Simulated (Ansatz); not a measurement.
Method: DFT PBE, scalar-relativistic, plane waves, PAW in Ansatz 0.2.0. All cells share a 420 eV cutoff and Γ-centred k meshes spaced at most about 0.3 Å⁻¹ (about 0.25 or finer for metals, 2π included). No spin polarisation.

Each guess is relaxed in cell and atoms at zero pressure, on a coarse mesh first where it starts far from rest and then on a converged one. The steps can't lower the symmetry of the start, but it can rise. Energies are static (0 K, no zero-point motion).

Two unrelaxed guesses for In₃Ga₂P₅:

A.

Space group R-3m:H (No. 166). a = 3.925 Å, b = 3.925 Å, c = 48.072 Å, α = 90.00°, β = 90.00°, γ = 120.00°
```json
{"atom": "In", "site": "6c", "symmetry": "3m", "x": "0.6667", "y": "0.3333", "z": "0.7333"}
{"atom": "In", "site": "3a", "symmetry": "-3m", "x": "0.0000", "y": "0.0000", "z": "0.0000"}
{"atom": "Ga", "site": "6c", "symmetry": "3m", "x": "0.3333", "y": "0.6667", "z": "0.8667"}
{"atom": "P", "site": "6c", "symmetry": "3m", "x": "0.0000", "y": "0.0000", "z": "0.7000"}
{"atom": "P", "site": "6c", "symmetry": "3m", "x": "0.0000", "y": "0.0000", "z": "0.9000"}
{"atom": "P", "site": "3b", "symmetry": "-3m", "x": "0.6667", "y": "0.3333", "z": "0.8333"}
```

B.

Space group I4/mmm (No. 139). a = 3.925 Å, b = 3.925 Å, c = 27.754 Å, α = 90.00°, β = 90.00°, γ = 90.00°
```tsv
atom	site	symmetry	x	y	z
In	4e	4mm	0.5000	0.5000	0.2000
In	2b	4/mmm	0.5000	0.5000	0.0000
Ga	4e	4mm	0.5000	0.5000	0.4000
P	4e	4mm	0.5000	0.5000	0.3000
P	4e	4mm	0.0000	0.0000	0.4000
P	2a	4/mmm	0.0000	0.0000	0.0000
```

Question: Do they relax into the same structure? If not, which is lower?

Answer: No. A ends lower, by 20 meV/atom. A: R-3m at 21.4 Å³/atom → R-3m at 19.6 Å³/atom; B: I4/mmm at 21.4 Å³/atom → I4/mmm at 19.8 Å³/atom. Counting P atoms around Ga and In (those within 1.25 times the shortest such distance or 1.15 times the sum of covalent radii, 1.27 where that leaves under three), the end of A and the end of B both have In 6, Ga 6. End of A. Conventional cell: a = 3.828 Å, c = 46.338 Å. In on a site of symmetry 3m is surrounded by 6 P at 2.74–2.78 Å; Ga has 6 P at 2.59–2.64 Å; around P on a site of symmetry 3m lie 6 In at 2.74 Å; 3 more sites not described. End of B. Conventional cell: a = 3.828 Å, c = 26.968 Å. In on a site of symmetry 4mm has 6 P at 2.71–2.81 Å; Ga has 6 P at 2.62–2.71 Å; P on a site of symmetry 4mm has 1 Ga at 2.62 Å and 5 In at 2.71–2.81 Å; 3 more sites not described.

Ends held by symmetry can be saddle points. Neither end is the lowest form computed: that has In and Ga ordered on rock salt sites, space group R-3m (No. 166) and lies 3 meV/atom below the better end. The k mesh leaves some 4 meV/atom of noise in the energy of each metallic cell. Some candidate types were left out of the draw beforehand, so a known form may be missing.
